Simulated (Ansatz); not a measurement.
# TiC/GaN/W: conductance against the thickness of the layer, part 6 of 7

How fast does the current through TiC/GaN/W fall with each added layer? The lower electrode is TiC rock salt(001), the upper one W bcc(001); the barrier is GaN zinc blende(001) (Ga and Ga faces). In the first transport cell, after relaxation, the nearest pair of electrode and barrier is C–Ga at 1.98 Å, along the normal, at the lower face and W–Ga at 2.76 Å, at a slant, at the upper one. All share a net of side 3.217 Å, which strains the lower electrode by +5.1 %, the upper one by +1.5 % and the barrier by +0.0 %, against typed lattice constants near PBE's. The first steps treat the bulk electrodes alone.

Ansatz 0.2.0; PBE DFT, plane waves, PAW files (the session's first sound run).

So far, transmission at the Fermi level (a spin, zone mean): step 5 (the open system: T(E)) 9.4e-4; step 7 (conductance on a fine mesh, atomic planes in the barrier 7, gap between the …) 0.00185; step 8 (conductance, 44 atoms) 9.2e-4; step 9 (conductance on a fine mesh, atomic planes in the barrier 11, gap between the …) 5.2e-4; step 10 (conductance, atomic planes in the barrier 13, gap between the electrodes 18.02 Å) 3.1e-4.

The structure was built from a prototype and need not be the compound's stable phase.

## 11. Conductance on a fine mesh, atomic planes in the barrier 15, gap between the electrodes 20.3 Å

Level of this step: PBE DFT, plane waves, PAW files; ballistic transmission by layer matching between semi-infinite leads (Ansatz).

System of this step: TiC/GaN/W. The cell holds 50 atoms: 12 C, 12 Ti, 8 Ga, 7 N and 11 W. Its edges and angles: a = 3.217 Å, b = 3.217 Å, c = 73.200 Å, α = 90.0°, β = 90.0°, γ = 90.0°. Regions: left electrode, 24 atoms (12 C and 12 Ti); barrier, 15 atoms (8 Ga and 7 N); right electrode, 11 atoms (11 W). Vacuum lies along c.

Barrier layers are added or taken out in the middle, and the relaxed faces stay.

Input file input.yaml:

```yaml
crystal:
  lattice:
    - [3.217, 0.0, 0.0]
    - [0.0, 3.217, 0.0]
    - [0.0, 0.0, 73.1997937007]
  atoms:
    - { symbol: C, position: [0.65423113, 0.35493914, 0.0956286848] }
    - { symbol: Ti, position: [0.15423113, 0.85493914, 0.0956286848] }
    - { symbol: C, position: [0.15423113, 0.85493914, 0.1246079755] }
    - { symbol: Ti, position: [0.65423113, 0.35493914, 0.1246079755] }
    - { symbol: C, position: [0.65423113, 0.35493914, 0.1535872663] }
    - { symbol: Ti, position: [0.15423113, 0.85493914, 0.1535872663] }
    - { symbol: C, position: [0.15423113, 0.85493914, 0.182566557] }
    - { symbol: Ti, position: [0.65423113, 0.35493914, 0.182566557] }
    - { symbol: C, position: [0.65423113, 0.35493914, 0.2115458477] }
    - { symbol: Ti, position: [0.15423113, 0.85493914, 0.2115458477] }
    - { symbol: C, position: [0.15423113, 0.85493914, 0.2405251384] }
    - { symbol: Ti, position: [0.65423113, 0.35493914, 0.2405251384] }
    - { symbol: C, position: [0.65423113, 0.35493914, 0.2695044292] }
    - { symbol: Ti, position: [0.15423113, 0.85493914, 0.2695044292] }
    - { symbol: C, position: [0.15423113, 0.85493914, 0.2984837199] }
    - { symbol: Ti, position: [0.65423113, 0.35493914, 0.2984837199] }
    - { symbol: C, position: [0.65423113, 0.35493914, 0.3274630106] }
    - { symbol: Ti, position: [0.15423113, 0.85493914, 0.3274630106] }
    - { symbol: C, position: [0.15423113, 0.85493914, 0.3564423013] }
    - { symbol: Ti, position: [0.65423113, 0.35493914, 0.3564423013] }
    - { symbol: C, position: [0.65423113, 0.35493914, 0.385421592] }
    - { symbol: Ti, position: [0.15423113, 0.85493914, 0.385421592] }
    - { symbol: C, position: [0.15432048, 0.85488857, 0.4149571889] }
    - { symbol: Ti, position: [0.65428284, 0.35492539, 0.4128639079] }
    - { symbol: Ga, position: [0.15477774, 0.85479523, 0.4419838785] }
    - { symbol: "N", position: [0.65480999, 0.85473802, 0.4576224436] }
    - { symbol: Ga, position: [0.65488936, 0.35476964, 0.4736637289] }
    - { symbol: "N", position: [0.15490492, 0.35465193, 0.4886941264] }
    - { symbol: Ga, position: [0.15499886, 0.85463508, 0.5047595991] }
    - { symbol: "N", position: [0.65490492, 0.85465193, 0.5197629763] }
    - { symbol: Ga, position: [0.65499886, 0.35463508, 0.535828449] }
    - { symbol: "N", position: [0.15490492, 0.35465193, 0.5508318263] }
    - { symbol: Ga, position: [0.15499886, 0.85463508, 0.566897299] }
    - { symbol: "N", position: [0.65490492, 0.85465193, 0.5819006762] }
    - { symbol: Ga, position: [0.65499886, 0.35463508, 0.5979661489] }
    - { symbol: "N", position: [0.15501409, 0.35445645, 0.6129695262] }
    - { symbol: Ga, position: [0.15510939, 0.85455499, 0.6290308725] }
    - { symbol: "N", position: [0.65512169, 0.85487515, 0.6440122301] }
    - { symbol: Ga, position: [0.6551555, 0.35770762, 0.6605966792] }
    - { symbol: W, position: [0.15525611, 0.31125052, 0.6911906987] }
    - { symbol: W, position: [0.65534949, 0.80121366, 0.7100763613] }
    - { symbol: W, position: [0.15534949, 0.30121366, 0.7316646895] }
    - { symbol: W, position: [0.65534949, 0.80121366, 0.7532530177] }
    - { symbol: W, position: [0.15534949, 0.30121366, 0.7748413459] }
    - { symbol: W, position: [0.65534949, 0.80121366, 0.7964296741] }
    - { symbol: W, position: [0.15534949, 0.30121366, 0.8180180023] }
    - { symbol: W, position: [0.65534949, 0.80121366, 0.8396063306] }
    - { symbol: W, position: [0.15534949, 0.30121366, 0.8611946588] }
    - { symbol: W, position: [0.65534949, 0.80121366, 0.882782987] }
    - { symbol: W, position: [0.15534949, 0.30121366, 0.9043713152] }
kpoints:
  mp_grid: { grid: [8, 8, 1] }
scf:
  occupations: { method: fermi_dirac, width: 0.1 }
  max_iter: 150
hamiltonian:
  xc: pbe
output:
  transmission:
    kmesh: [26, 26]
    e_range: [-0.26, 0.27]
    de: 0.0375
    leads: [[10, 12], [44, 45]]
```

On the command line:

```bash
> ansatz run input.yaml --threads 8 --pin off --max-ram 24576MiB --backend cpu --events-out ev --progress --plain --runs-dir out
```

Numbers of over 12 decimals in the logs are rounded to 6 here.

Log:

```text
[...]
Crystal: 50 atoms, lattice volume = 757.551 Å³
Basis set: ecut = 420 eV, 14797 PW (Γ)
Bands: 293, of which v1, the nominal top of the filled ones, is band 243 counted from 1 (242 counted from 0)
Symmetry: 1 space group operations
[...]
k-points: 34 of 64 (time reversal used)
[...]
channels       : 3.579882e-1 a spin
[...]
slowest decay  : 0.0041 /Å at (0.1923, 0.2308)
[...]
filled         : 33.4 meV under the level at which it is neutral
    channels       : 1.233728e0 a spin
[...]
slowest decay  : 0.0012 /Å at (0.1154, 0.3462)
  junction   : crystal 0 to crystal 1, 17.97 to 58.21 Å
    transmission   : 1.843721e-4 a spin
[...]
resistance     : 7.1872e0 Ω µm² beyond half of each lead's own
[key lines of the parts left out:]
SCF converged after 13 iterations
Free energy (F): -180210.227169 eV
Fermi energy:    11.675935 eV
```

The job ended after 12 min (8 threads of Arm Neoverse V1, shared host; peak memory 11 GiB; 80 min of CPU time).

One spin. Table of transmission, zone mean by energy, zero at the Fermi level:

| energy (eV) | transmission, zone mean |
| --- | --- |
| -0.260 | 6.7e-5 |
| -0.223 | 7.4e-5 |
| -0.185 | 8.3e-5 |
| -0.147 | 1.0e-4 |
| -0.110 | 1.1e-4 |
| -0.072 | 1.3e-4 |
| -0.035 | 1.5e-4 |
| 0.003 | 1.8e-4 |
| 0.040 | 2.2e-4 |
| 0.077 | 2.6e-4 |
| 0.115 | 2.9e-4 |
| 0.152 | 3.2e-4 |
| 0.190 | 3.4e-4 |
| 0.228 | 3.7e-4 |
| 0.265 | 4.6e-4 |

G = 1.4e11 S/m² (1/G = 7.19 Ω µm²), 0.60 times the step before of this kind. The largest error estimate is 55 %, from the mesh across the current. In the worse lead the potential repeats within 25.9 meV, which the program flags as too much for a lead, so G carries that doubt.

## 12. Conductance on a fine mesh, atomic planes in the barrier 19, gap between the electrodes 24.85 Å

System of this step: TiC/GaN/W. The cell holds 54 atoms: 12 C, 12 Ti, 10 Ga, 9 N and 11 W. Its edges and angles: a = 3.217 Å, b = 3.217 Å, c = 77.748 Å, α = 90.0°, β = 90.0°, γ = 90.0°. Regions: left electrode, 24 atoms (12 C and 12 Ti); barrier, 19 atoms (10 Ga and 9 N); right electrode, 11 atoms (11 W). Vacuum lies along c.

Barrier layers are added or taken out in the middle, and the relaxed faces stay.

Input file input.yaml:

```yaml
crystal:
  lattice:
    - [3.217, 0.0, 0.0]
    - [0.0, 3.217, 0.0]
    - [0.0, 0.0, 77.7482605145]
  atoms:
    - { symbol: C, position: [0.65423113, 0.35493914, 0.0900341687] }
    - { symbol: Ti, position: [0.15423113, 0.85493914, 0.0900341687] }
    - { symbol: C, position: [0.15423113, 0.85493914, 0.1173180987] }
    - { symbol: Ti, position: [0.65423113, 0.35493914, 0.1173180987] }
    - { symbol: C, position: [0.65423113, 0.35493914, 0.1446020288] }
    - { symbol: Ti, position: [0.15423113, 0.85493914, 0.1446020288] }
    - { symbol: C, position: [0.15423113, 0.85493914, 0.1718859589] }
    - { symbol: Ti, position: [0.65423113, 0.35493914, 0.1718859589] }
    - { symbol: C, position: [0.65423113, 0.35493914, 0.1991698889] }
    - { symbol: Ti, position: [0.15423113, 0.85493914, 0.1991698889] }
    - { symbol: C, position: [0.15423113, 0.85493914, 0.226453819] }
    - { symbol: Ti, position: [0.65423113, 0.35493914, 0.226453819] }
    - { symbol: C, position: [0.65423113, 0.35493914, 0.253737749] }
    - { symbol: Ti, position: [0.15423113, 0.85493914, 0.253737749] }
    - { symbol: C, position: [0.15423113, 0.85493914, 0.2810216791] }
    - { symbol: Ti, position: [0.65423113, 0.35493914, 0.2810216791] }
    - { symbol: C, position: [0.65423113, 0.35493914, 0.3083056092] }
    - { symbol: Ti, position: [0.15423113, 0.85493914, 0.3083056092] }
    - { symbol: C, position: [0.15423113, 0.85493914, 0.3355895392] }
    - { symbol: Ti, position: [0.65423113, 0.35493914, 0.3355895392] }
    - { symbol: C, position: [0.65423113, 0.35493914, 0.3628734693] }
    - { symbol: Ti, position: [0.15423113, 0.85493914, 0.3628734693] }
    - { symbol: C, position: [0.15432048, 0.85488857, 0.3906811602] }
    - { symbol: Ti, position: [0.65428284, 0.35492539, 0.3887103413] }
    - { symbol: Ga, position: [0.15477774, 0.85479523, 0.4161267212] }
    - { symbol: "N", position: [0.65480999, 0.85473802, 0.4308503913] }
    - { symbol: Ga, position: [0.65488936, 0.35476964, 0.4459532215] }
    - { symbol: "N", position: [0.15490492, 0.35465193, 0.4601043032] }
    - { symbol: Ga, position: [0.15499886, 0.85463508, 0.4752299058] }
    - { symbol: "N", position: [0.65490492, 0.85465193, 0.4893555481] }
    - { symbol: Ga, position: [0.65499886, 0.35463508, 0.5044811507] }
    - { symbol: "N", position: [0.15490492, 0.35465193, 0.518606793] }
    - { symbol: Ga, position: [0.15499886, 0.85463508, 0.5337323956] }
    - { symbol: "N", position: [0.65490492, 0.85465193, 0.5478580379] }
    - { symbol: Ga, position: [0.65499886, 0.35463508, 0.5629836404] }
    - { symbol: "N", position: [0.15490492, 0.35465193, 0.5771092827] }
    - { symbol: Ga, position: [0.15499886, 0.85463508, 0.5922348853] }
    - { symbol: "N", position: [0.65490492, 0.85465193, 0.6063605276] }
    - { symbol: Ga, position: [0.65499886, 0.35463508, 0.6214861302] }
    - { symbol: "N", position: [0.15501409, 0.35445645, 0.6356117725] }
    - { symbol: Ga, position: [0.15510939, 0.85455499, 0.6507334901] }
    - { symbol: "N", position: [0.65512169, 0.85487515, 0.664838401] }
    - { symbol: Ga, position: [0.6551555, 0.35770762, 0.6804526185] }
    - { symbol: W, position: [0.15525611, 0.31125052, 0.7092568117] }
    - { symbol: W, position: [0.65534949, 0.80121366, 0.727037616] }
    - { symbol: W, position: [0.15534949, 0.30121366, 0.7473629732] }
    - { symbol: W, position: [0.65534949, 0.80121366, 0.7676883305] }
    - { symbol: W, position: [0.15534949, 0.30121366, 0.7880136878] }
    - { symbol: W, position: [0.65534949, 0.80121366, 0.808339045] }
    - { symbol: W, position: [0.15534949, 0.30121366, 0.8286644023] }
    - { symbol: W, position: [0.65534949, 0.80121366, 0.8489897596] }
    - { symbol: W, position: [0.15534949, 0.30121366, 0.8693151168] }
    - { symbol: W, position: [0.65534949, 0.80121366, 0.8896404741] }
    - { symbol: W, position: [0.15534949, 0.30121366, 0.9099658313] }
kpoints:
  mp_grid: { grid: [8, 8, 1] }
scf:
  occupations: { method: fermi_dirac, width: 0.1 }
  max_iter: 150
hamiltonian:
  xc: pbe
output:
  transmission:
    kmesh: [26, 26]
    e_range: [-0.26, 0.27]
    de: 0.0375
    leads: [[10, 12], [48, 49]]
```

Log:

```text
[...]
Crystal: 54 atoms, lattice volume = 804.624 Å³
Basis set: ecut = 420 eV, 15747 PW (Γ)
Bands: 315, of which v1, the nominal top of the filled ones, is band 261 counted from 1 (260 counted from 0)
Symmetry: 1 space group operations
[...]
k-points: 34 of 64 (time reversal used)
[...]
channels       : 3.579882e-1 a spin
[...]
slowest decay  : 0.0043 /Å at (0.1923, 0.2308)
[...]
filled         : 33.4 meV under the level at which it is neutral
    channels       : 1.233728e0 a spin
[...]
slowest decay  : 0.0011 /Å at (-0.1154, 0.3462)
  junction   : crystal 0 to crystal 1, 17.97 to 62.75 Å
    transmission   : 6.600384e-5 a spin
[...]
resistance     : 2.0509e1 Ω µm² beyond half of each lead's own
[key lines of the parts left out:]
SCF converged after 14 iterations
Free energy (F): -188546.021477 eV
Fermi energy:    11.606882 eV
```

It took 15 min on 8 threads; peak memory 12 GiB.

G = 4.9e10 S/m² (1/G = 20.5 Ω µm²), 0.35 times the step before of this kind. The largest error estimate is 61 %, from the mesh across the current. In the worse lead the potential repeats within 25.9 meV, which the program flags as too much for a lead, so G carries that doubt.

## 13. Conductance, atomic planes in the barrier 21, gap between the electrodes 27.12 Å

System of this step: TiC/GaN/W. The cell holds 56 atoms: 12 C, 12 Ti, 11 Ga, 10 N and 11 W. Its edges and angles: a = 3.217 Å, b = 3.217 Å, c = 80.022 Å, α = 90.0°, β = 90.0°, γ = 90.0°. Regions: left electrode, 24 atoms (12 C and 12 Ti); barrier, 21 atoms (11 Ga and 10 N); right electrode, 11 atoms (11 W). Vacuum lies along c.

Barrier layers are added or taken out in the middle, and the relaxed faces stay.

Input file input.yaml:

```yaml
crystal:
  lattice:
    - [3.217, 0.0, 0.0]
    - [0.0, 3.217, 0.0]
    - [0.0, 0.0, 80.0224939214]
  atoms:
    - { symbol: C, position: [0.65423113, 0.35493914, 0.0874754042] }
    - { symbol: Ti, position: [0.15423113, 0.85493914, 0.0874754042] }
    - { symbol: C, position: [0.15423113, 0.85493914, 0.113983927] }
    - { symbol: Ti, position: [0.65423113, 0.35493914, 0.113983927] }
    - { symbol: C, position: [0.65423113, 0.35493914, 0.1404924497] }
    - { symbol: Ti, position: [0.15423113, 0.85493914, 0.1404924497] }
    - { symbol: C, position: [0.15423113, 0.85493914, 0.1670009725] }
    - { symbol: Ti, position: [0.65423113, 0.35493914, 0.1670009725] }
    - { symbol: C, position: [0.65423113, 0.35493914, 0.1935094953] }
    - { symbol: Ti, position: [0.15423113, 0.85493914, 0.1935094953] }
    - { symbol: C, position: [0.15423113, 0.85493914, 0.2200180181] }
    - { symbol: Ti, position: [0.65423113, 0.35493914, 0.2200180181] }
    - { symbol: C, position: [0.65423113, 0.35493914, 0.2465265408] }
    - { symbol: Ti, position: [0.15423113, 0.85493914, 0.2465265408] }
    - { symbol: C, position: [0.15423113, 0.85493914, 0.2730350636] }
    - { symbol: Ti, position: [0.65423113, 0.35493914, 0.2730350636] }
    - { symbol: C, position: [0.65423113, 0.35493914, 0.2995435864] }
    - { symbol: Ti, position: [0.15423113, 0.85493914, 0.2995435864] }
    - { symbol: C, position: [0.15423113, 0.85493914, 0.3260521092] }
    - { symbol: Ti, position: [0.65423113, 0.35493914, 0.3260521092] }
    - { symbol: C, position: [0.65423113, 0.35493914, 0.3525606319] }
    - { symbol: Ti, position: [0.15423113, 0.85493914, 0.3525606319] }
    - { symbol: C, position: [0.15432048, 0.85488857, 0.3795780303] }
    - { symbol: Ti, position: [0.65428284, 0.35492539, 0.3776632219] }
    - { symbol: Ga, position: [0.15477774, 0.85479523, 0.4043004303] }
    - { symbol: "N", position: [0.65480999, 0.85473802, 0.4186056548] }
    - { symbol: Ga, position: [0.65488936, 0.35476964, 0.4332792636] }
    - { symbol: "N", position: [0.15490492, 0.35465193, 0.4470281727] }
    - { symbol: Ga, position: [0.15499886, 0.85463508, 0.4617239067] }
    - { symbol: "N", position: [0.65490492, 0.85465193, 0.4754480993] }
    - { symbol: Ga, position: [0.65499886, 0.35463508, 0.4901438334] }
    - { symbol: "N", position: [0.15490492, 0.35465193, 0.503868026] }
    - { symbol: Ga, position: [0.15499886, 0.85463508, 0.51856376] }
    - { symbol: "N", position: [0.65490492, 0.85465193, 0.5322879526] }
    - { symbol: Ga, position: [0.65499886, 0.35463508, 0.5469836867] }
    - { symbol: "N", position: [0.15490492, 0.35465193, 0.5607078793] }
    - { symbol: Ga, position: [0.15499886, 0.85463508, 0.5754036133] }
    - { symbol: "N", position: [0.65490492, 0.85465193, 0.5891278059] }
    - { symbol: Ga, position: [0.65499886, 0.35463508, 0.60382354] }
    - { symbol: "N", position: [0.15490492, 0.35465193, 0.6175477325] }
    - { symbol: Ga, position: [0.15499886, 0.85463508, 0.6322434666] }
    - { symbol: "N", position: [0.65501409, 0.85445645, 0.6459676592] }
    - { symbol: Ga, position: [0.65510939, 0.35455499, 0.6606596187] }
    - { symbol: "N", position: [0.15512169, 0.35487515, 0.674363669] }
    - { symbol: Ga, position: [0.1551555, 0.85770762, 0.6895341316] }
    - { symbol: W, position: [0.65525611, 0.81125052, 0.7175197117] }
    - { symbol: W, position: [0.15534949, 0.30121366, 0.7347951869] }
    - { symbol: W, position: [0.65534949, 0.80121366, 0.754542899] }
    - { symbol: W, position: [0.15534949, 0.30121366, 0.7742906111] }
    - { symbol: W, position: [0.65534949, 0.80121366, 0.7940383232] }
    - { symbol: W, position: [0.15534949, 0.30121366, 0.8137860353] }
    - { symbol: W, position: [0.65534949, 0.80121366, 0.8335337474] }
    - { symbol: W, position: [0.15534949, 0.30121366, 0.8532814595] }
    - { symbol: W, position: [0.65534949, 0.80121366, 0.8730291716] }
    - { symbol: W, position: [0.15534949, 0.30121366, 0.8927768837] }
    - { symbol: W, position: [0.65534949, 0.80121366, 0.9125245958] }
kpoints:
  mp_grid: { grid: [8, 8, 1] }
scf:
  occupations: { method: fermi_dirac, width: 0.1 }
  max_iter: 150
hamiltonian:
  xc: pbe
output:
  transmission:
    kmesh: [26, 26]
    e_range: [-0.26, 0.27]
    de: 0.0375
    leads: [[10, 12], [50, 51]]
```

Log:

```text
[...]
Crystal: 56 atoms, lattice volume = 828.160 Å³
Basis set: ecut = 420 eV, 16219 PW (Γ)
Bands: 326, of which v1, the nominal top of the filled ones, is band 270 counted from 1 (269 counted from 0)
Symmetry: 1 space group operations
[...]
k-points: 34 of 64 (time reversal used)
[...]
channels       : 3.579882e-1 a spin
[...]
slowest decay  : 0.0040 /Å at (0.1923, 0.2308)
[...]
filled         : 33.4 meV under the level at which it is neutral
    channels       : 1.233728e0 a spin
[...]
slowest decay  : 0.0011 /Å at (0.1154, 0.3462)
  junction   : crystal 0 to crystal 1, 17.97 to 65.03 Å
    transmission   : 3.921023e-5 a spin
[...]
resistance     : 3.4775e1 Ω µm² beyond half of each lead's own
[key lines of the parts left out:]
SCF converged after 14 iterations
Free energy (F): -192713.919194 eV
Fermi energy:    11.574791 eV
```

Run time: 17 min. Hardware: 8 threads; peak memory 13 GiB.

One spin. The transmission, zone mean by energy, zero at the Fermi level:

| energy (eV) | transmission, zone mean |
| --- | --- |
| -0.260 | 1.1e-5 |
| -0.223 | 1.3e-5 |
| -0.185 | 1.5e-5 |
| -0.147 | 1.8e-5 |
| -0.110 | 2.2e-5 |
| -0.072 | 2.7e-5 |
| -0.035 | 3.3e-5 |
| 0.003 | 3.9e-5 |
| 0.040 | 4.5e-5 |
| 0.077 | 4.9e-5 |
| 0.115 | 5.1e-5 |
| 0.152 | 5.1e-5 |
| 0.190 | 5.0e-5 |
| 0.228 | 5.0e-5 |
| 0.265 | 4.9e-5 |

G = 2.9e10 S/m² (1/G = 34.8 Ω µm²), 0.59 times the step before of this kind. The largest error estimate is 62 %, from the mesh across the current. In the worse lead the potential repeats within 25.9 meV, which the program flags as too much for a lead, so G carries that doubt.

## 14. The series together

Times are for 8 threads of Arm Neoverse V1, shared host. Results by setting:

| no. | gap between the electrodes (Å) | junction conductance (S/m²) | resistance-area product beyond the leads (Ω um²) | time | memory (GiB) |
| --- | --- | --- | --- | --- | --- |
| 1 | 8.93 | 3.23e12 | 0.3075 | 9.2 min | 7.7 |
| 2 | 11.2 | 1.52e12 | 0.6544 | 9.7 min | 8.2 |
| 3 | 13.47 | 7.00e11 | 1.427 | 9.9 min | 8.9 |
| 4 | 15.75 | 4.09e11 | 2.444 | 11 min | 9.6 |
| 5 | 18.02 | 2.33e11 | 4.293 | 12 min | 10 |
| 6 | 20.3 | 1.39e11 | 7.187 | 12 min | 11 |
| 7 | 24.85 | 4.88e10 | 20.51 | 15 min | 12 |
| 8 | 27.12 | 2.88e10 | 34.77 | 17 min | 13 |

The runs together. Table of transmission, zone mean by energy, zero at the Fermi level:

| energy (eV) | 8.93 | 11.2 | 15.75 | 18.02 | 24.85 | 27.12 |
| --- | --- | --- | --- | --- | --- | --- |
| -0.260 | 0.00379 | 0.00167 | 2.7e-4 | 1.3e-4 | 2.0e-5 | 1.1e-5 |
| -0.223 | 0.00648 | 0.00176 | 2.8e-4 | 1.4e-4 | 2.3e-5 | 1.3e-5 |
| -0.185 | 0.00514 | 0.00230 | 3.2e-4 | 1.5e-4 | 2.6e-5 | 1.5e-5 |
| -0.147 | 0.00775 | 0.00714 | 5.6e-4 | 2.2e-4 | 3.1e-5 | 1.8e-5 |
| -0.110 | 0.00745 | 0.00285 | 3.9e-4 | 2.0e-4 | 3.8e-5 | 2.2e-5 |
| -0.072 | 0.00512 | 0.00192 | 4.0e-4 | 2.2e-4 | 4.6e-5 | 2.7e-5 |
| -0.035 | 0.00509 | 0.00315 | 4.6e-4 | 2.6e-4 | 5.5e-5 | 3.3e-5 |
| 0.003 | 0.00395 | 0.00185 | 5.2e-4 | 3.1e-4 | 6.6e-5 | 3.9e-5 |
| 0.040 | 0.00319 | 0.00170 | 5.9e-4 | 3.6e-4 | 7.7e-5 | 4.5e-5 |
| 0.077 | 0.00320 | 0.00184 | 7.0e-4 | 4.3e-4 | 8.5e-5 | 4.9e-5 |
| 0.115 | 0.00479 | 0.00255 | 8.6e-4 | 5.1e-4 | 9.1e-5 | 5.1e-5 |
| 0.152 | 0.00441 | 0.00290 | 0.00101 | 5.8e-4 | 9.3e-5 | 5.1e-5 |
| 0.190 | 0.00412 | 0.00323 | 0.00118 | 6.4e-4 | 9.3e-5 | 5.0e-5 |
| 0.228 | 0.00428 | 0.00481 | 0.00150 | 7.3e-4 | 9.5e-5 | 5.0e-5 |
| 0.265 | 0.00365 | 0.00427 | 0.00166 | 9.8e-4 | 9.6e-5 | 4.9e-5 |

## 15. Fit against thickness

This step: Fit of the logarithm of the conductance against the barrier's thickness, from PBE DFT, plane waves, PAW files (Ansatz 0.2.0).

No new run: the logarithm is fitted against the thickness.

This step gave:

```
decay constant of the conductance : 0.25 Å⁻¹
r.m.s. misfit of ln G             : 0.12
```

From the end points alone, β = ln(3.23e+12 / 2.88e+10) / 18.19 Å = 4.72 / 18.19 Å = 0.26 Å⁻¹. One end point carries an error estimate of 62 %; a factor of 1.6 on it would move β by 0.03 Å⁻¹.

[end of part 6 of 7]

[Logs are printed without paths, hosts, clocks, repeated set-up lines and the standing remarks that a program may print on its own settings, such as how far it seeks lower states.]

[Hosts, paths, dates, database ids (printed as entryN), source tags and the programs' standing remarks are cut or masked in the printed files.]
